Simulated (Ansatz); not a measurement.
# Al7N8: the cost of one run

Computed with Ansatz 0.2.0 (DFT PBE, scalar-relativistic, plane waves, PAW, unless a step's input says otherwise).

4 further runs of the same task are left out: 1 that didn't finish, 3 set aside as unsound or not needed.

## (1) The structure to begin with

It takes space group F-43m (No. 216, cubic). Conventional cell: a = 8.806 Å, b = 8.806 Å, c = 8.806 Å, α = 90.00°, β = 90.00°, γ = 90.00°. Around Al (site symmetry 2mm) lie 4 N at 1.91 Å. Al (site symmetry -43m) is surrounded by 4 N at 1.91 Å. N (site symmetry 3m) is surrounded by 3 Al at 1.91 Å. N (site symmetry 3m) has 4 Al at 1.91 Å as nearest neighbours.

Structure file:

```xyz
15
Lattice="-4.4032 0.0000 4.4032 -4.4032 -4.4032 0.0000 0.0000 -4.4032 4.4032" Properties=species:S:1:pos:R:3 pbc="T T T"
Al    0.0000   -2.2016    2.2016
Al   -2.2016   -2.2016    0.0000
Al    0.0000    0.0000    0.0000
Al   -4.4032   -4.4032    4.4032
Al   -2.2016   -2.2016    4.4032
Al   -4.4032   -2.2016    2.2016
Al   -2.2016    0.0000    2.2016
N    -3.3024   -3.3024    3.3024
N    -5.5040   -5.5040    3.3024
N    -3.3024   -5.5040    5.5040
N    -5.5040   -7.7056    5.5040
N    -5.5040   -3.3024    5.5040
N    -7.7056   -5.5040    5.5040
N    -5.5040   -5.5040    7.7056
N    -7.7056   -7.7056    7.7056
```

It goes back to an entry of the Materials Project, which need not be the stable form.

It is built from the cell relaxed beforehand with the same method (10.67 Å³/atom).

## (2) Setting up the jump

The supercell lacks one Al atom, at fractional position (0.000, 0.500, 0.500), and holds 15 atoms. Atom 1 (Al), 3.11 Å away, is to jump into the empty site. The cell is fixed.

## (3) Relaxing around the vacancy

File input.yaml:

```yaml
crystal:
  lattice:
    - [-4.4031742003, 0.0, 4.4031742003]
    - [-4.4031742003, -4.4031742003, 0.0]
    - [0.0, -4.4031742003, 4.4031742003]
  atoms:
    - { symbol: Al, position: [0.0, 0.0, 0.5] }
    - { symbol: Al, position: [0.0, 0.5, 0.0] }
    - { symbol: Al, position: [0.0, 0.0, 0.0] }
    - { symbol: Al, position: [0.5, 0.5, 0.5] }
    - { symbol: Al, position: [0.5, 0.0, 0.5] }
    - { symbol: Al, position: [0.5, 0.5, 0.0] }
    - { symbol: Al, position: [0.5, 0.0, 0.0] }
    - { symbol: "N", position: [0.375, 0.375, 0.375] }
    - { symbol: "N", position: [0.375, 0.875, 0.375] }
    - { symbol: "N", position: [0.375, 0.375, 0.875] }
    - { symbol: "N", position: [0.375, 0.875, 0.875] }
    - { symbol: "N", position: [0.875, 0.375, 0.375] }
    - { symbol: "N", position: [0.875, 0.875, 0.375] }
    - { symbol: "N", position: [0.875, 0.375, 0.875] }
    - { symbol: "N", position: [0.875, 0.875, 0.875] }
basis:
  ecutwfc: 420
kpoints:
  mp_grid: { grid: [4, 4, 4] }
hamiltonian:
  xc: pbe
scf:
  occupations: { method: gaussian, width: 0.05 }
output:
  forces: true
  stress: true
  eigenvalues: true
relax:
  adjacent_minimum: "off"
  f_tol: 0.02
  max_steps: 50
```

The run is started by

```bash
> ansatz run input.yaml --threads 4 --pin off --max-ram 9216MiB --backend cpu --events-out ev --progress --plain --runs-dir out
```

**Question.** How long does this run take on 4 threads of Intel Xeon Platinum 8488C (Sapphire Rapids), shared host, and how much memory does it need?

About 7 s, with a peak of 0.54 GiB.
